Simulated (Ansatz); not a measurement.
## Ge: stiffness from a series of strains

```
CELL_PARAMETERS angstrom
3.99759 0.00000 0.00000
-1.99879 3.46201 0.00000
0.00000 0.00000 6.59938
ATOMIC_POSITIONS crystal
Ge 0.66667 0.33333 0.06290
Ge 0.33333 0.66667 0.56290
Ge 0.66667 0.33333 0.43710
Ge 0.33333 0.66667 0.93710
```

Atoms are numbered in the order listed.

Structure from Materials Project entry mp-1007760 (possibly hypothetical), not relaxed further.

Computed with DFT, PBEsol, all-electron LAPW, scalar-relativistic (Ansatz 0.2.0).

Sampling and basis: a Γ-centred 11×11×6 k mesh, Fermi–Dirac smearing of 0.05 eV, basis error target 1 meV/atom, no spin polarisation.

The strain is applied along the Cartesian axes of the cell as listed (γ is the engineering shear, twice εxy = εyz = εzx). Fractional coordinates are held (clamped ions).

σ is the change of stress from the unstrained cell, which is at -0.05 GPa; tension is positive, so slopes are stress–strain coefficients at that pressure. In a metal the k mesh adds noise.

Only quantities that a quadratic follows smoothly over the whole series are listed; rougher ones are left out.

```tsv
γ	σxy (GPa)	σyz (GPa)
-0.0300	-2.05	-1.45
-0.0200	-1.37	-0.97
-0.0100	-0.68	-0.48
0.0000	0.00	0.00
0.0100	0.68	0.48
0.0300	2.02	1.43
```

**Question.** Fit the series and read off the stiffness at zero strain.

**Answer.** Least-squares fits y = p0 + p1 x + p2 x² to the rows give σxy (GPa): p1 = 67.9, p2 = -18; σyz (GPa): p1 = 48, p2 = -12.

**Question.** One run, at γ = 0.0200, is withheld. Predict its row.

**Answer.** The fits give 1.35, 0.96; the run gave 1.36, 0.96.
